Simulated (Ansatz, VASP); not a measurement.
# K2TaO3: VASP beside Ansatz

Contents of INCAR:

```
SYSTEM = K2TaO3
PREC = Accurate
ENCUT = 520
EDIFF = 1E-6
ISMEAR = 0
SIGMA = 0.1
LREAL = .False.
LASPH = .True.
NELM = 150
ALGO = Normal
ISIF = 2
LWAVE = .False.
LCHARG = .True.
ISPIN = 2
MAGMOM = 0 0 1 0 0 0
LORBIT = 11
LMAXMIX = 4
GGA = PE
LELF = .True.
LVHAR = .True.
NBANDS = 36
```

File KPOINTS:

```
Automatic mesh
0
Gamma
  3 3 4
  0 0 0
```

Contents of POSCAR:

```
K2TaO3
1.0
    5.8071999400      0.0000000000      0.0000000000
   -2.9035999700      5.0291826700      0.0000000000
    0.0000000000      0.0000000000      3.8553258100
K Ta O
2 1 3
Direct
    0.6666666700      0.3333333300      0.0000000000
    0.3333333300      0.6666666700      0.0000000000
    0.0000000000      0.0000000000      0.0000000000
    0.0000000000      0.5000000000      0.5000000000
    0.5000000000      0.5000000000      0.5000000000
    0.5000000000      0.0000000000      0.5000000000
```

Input for Ansatz:

```yaml
crystal:
  lattice:
    - [5.80719994, 0.0, 0.0]
    - [-2.90359997, 5.02918267, 0.0]
    - [0.0, 0.0, 3.85532581]
  atoms:
    - { symbol: K, position: [0.66666667, 0.33333333, 0.0] }
    - { symbol: K, position: [0.33333333, 0.66666667, 0.0] }
    - { symbol: Ta, position: [0.0, 0.0, 0.0], spin: 1.0 }
    - { symbol: O, position: [0.0, 0.5, 0.5] }
    - { symbol: O, position: [0.5, 0.5, 0.5] }
    - { symbol: O, position: [0.5, 0.0, 0.5] }
basis:
  ecutwfc: 420
kpoints:
  mp_grid: { grid: [3, 3, 4] }
hamiltonian:
  xc: pbe
scf:
  occupations: { method: gaussian, width: 0.1 }
  lower_state_search: "off"
output:
  forces: true
  stress: true
  eigenvalues: true
  populations: true
magnetization:
  spin_polarized: true
```

Change from the starting cell: species swapped into the LaGa2Rh3 type (P6/mmm, No. 191).

Alike in both runs: task single point; functional PBE; k mesh 3 × 3 × 4; occupations gaussian, width 0.1 eV; collinear spin.

```csv
,VASP,Ansatz
version,VASP 6.6.1,Ansatz 0.2.0
potentials or method,"VASP PAW PBE potentials, release 64 (K_sv, Ta_pv, O)","scalar-relativistic, plane waves, PAW"
plane-wave cutoff (eV),520,420
valence electrons in the cell,47,49
```

```tsv
	VASP	Ansatz	Ansatz less VASP
gap on the k mesh at the Fermi level (eV)	none	none	-
pressure (GPa)	-2.2	-0.1	+2.10
largest component of the traceless stress (GPa)	7.52	5.07	-2.443
net moment per atom (μB)	0.03	0.12	+0.087
size of the moment on the site where the two differ most (μB)	0.08	2.57	+2.488
```

Site moments also hang on the region over which each program counts them. A gap of «none» marks a metal or a gap that the smearing closes. The two sets of potentials don't hold the same shells in valence.

Caveats: the k mesh is coarse (spacing up to 0.42 Å⁻¹), so the values aren't converged. Spin-orbit coupling is left out, which matters for the levels of Ta.
